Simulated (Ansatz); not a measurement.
# ZrC/BP/Hf: predicting the conductance of a thicker barrier

Set-up. Ansatz 0.2.0, plane waves with PAW datasets, PBE. Interfaces are relaxed in a short slab (with D3(BJ) where the barrier is layered), set between ideal electrode layers that go on as semi-infinite leads, and the zero-bias conductance G at 300 K comes from T(E) on a typed mesh. The error is the largest of the program's estimates from energy step, mesh, the leads' potential steps and neutrality; its separate bound for narrow resonances between the energies solved isn't counted and can be far larger. The lower electrode is ZrC (rock salt 111), the upper Hf (hcp 0001) and the barrier BP (zinc blende 111), on a net of side 3.33 Å; d is the distance between the electrodes' last planes.

Runs in hand:

| planes in the barrier | d (Å) | G (S/m²) | error (%) | lead step (meV) |
| --- | --- | --- | --- | --- |
| 4 | 7.26 | 4.18e11 | 90 | 27 |
| 6 | 9.86 | 1.54e11 | 58 | 8 |
| 8 | 12.46 | 5.32e10 | 57 | 27 |
| 10 | 15.06 | 2.03e10 | 56 | 8 |

Q: A further run has 12 planes, d = 17.67 Å. Fit G ∝ exp(−βd) to the rows shown and predict its conductance.

A: Take y = ln G: 26.76, 25.76, 24.70 and 23.73. The means are d = 11.16 Å and y = 25.24; Σ(Δd Δy) = −13.18 and Σ(Δd)² = 33.80, so the slope is −0.390 Å⁻¹ (β = 0.390 Å⁻¹). At d = 17.67 Å, y = 25.24 − 0.390 × 6.51 = 22.70, or G = 7.21e9 S/m².

**The withheld run.** The run gave 7.97e9 S/m², with an error estimate of 56 % and a lead step of 27 meV. The prediction is 0.905 times that, too low by 9 %. That lies within the runs' own error estimates, carried through the fit.

**Limits.** The interfaces are ideal, one cell wide, strained to a common net and relaxed from one registry with their symmetry kept. PBE's gaps are too small, so true decay constants are likely larger where the Fermi level lies deep in a gap. No spin-orbit coupling, phonons, disorder or image charges enter. The rows shown are chosen by tests on error estimates (under 100 to 120 %), lead steps (under 150 meV, though the program warns over 25), intact interfaces and, for fits, a steady trend in the rows shown; the data set holds 414 series of this kind, and not all pass.
